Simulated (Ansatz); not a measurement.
## Mo-97 nuclear quadrupole resonance in Te₂Mo

Cell: a structure deposited in the COD, ions relaxed with PBE at fixed cell.

```cif
data_Te2Mo
_symmetry_space_group_name_H-M 'P6_3/mmc'
_symmetry_Int_Tables_number 194
_cell_length_a 3.5182
_cell_length_b 3.5182
_cell_length_c 13.9736
_cell_angle_alpha 90.000
_cell_angle_beta 90.000
_cell_angle_gamma 120.000
loop_
_atom_site_label
_atom_site_type_symbol
_atom_site_symmetry_multiplicity
_atom_site_Wyckoff_symbol
_atom_site_fract_x
_atom_site_fract_y
_atom_site_fract_z
Te Te 4 f 0.3333 0.6667 0.6201
Mo Mo 2 c 0.3333 0.6667 0.2500
```

One atom of each set is listed.

Computed with Ansatz: DFT, LDA, plane waves and PAW, scalar-relativistic, 420 eV cutoff, Γ-centred 14×14×3 k-points, Fermi–Dirac smearing 0.02 eV.

Mo-97: I = 5/2, Q = 255.0 mb (year-2017 value). Static lattice, zero field.

**Question.** The simulated lines lie at 6.05, 12.1 MHz. What are |C_Q|, η and |V_zz| at Mo?

**Answer.** For I = 5/2 and η = 0 the lines are 3|C_Q|/20 and twice that; η pulls their ratio below 2. Here |C_Q| = 40.4 MHz, η = 0.00 and |V_zz| = 6.55 × 10²¹ V/m². The calculation gives V_zz negative; the lines don't show the sign. The site has 6 Te at 2.72 Å.

An axis of threefold or higher order runs through Mo, so V_zz lies along it and η is zero.

The largest force is 0.5 eV/Å, so the atoms aren't at the calculated equilibrium and relaxing them would move these values. Without spin–orbit coupling the gradients at and beside Te can be off by some per cent, at some sites by more.
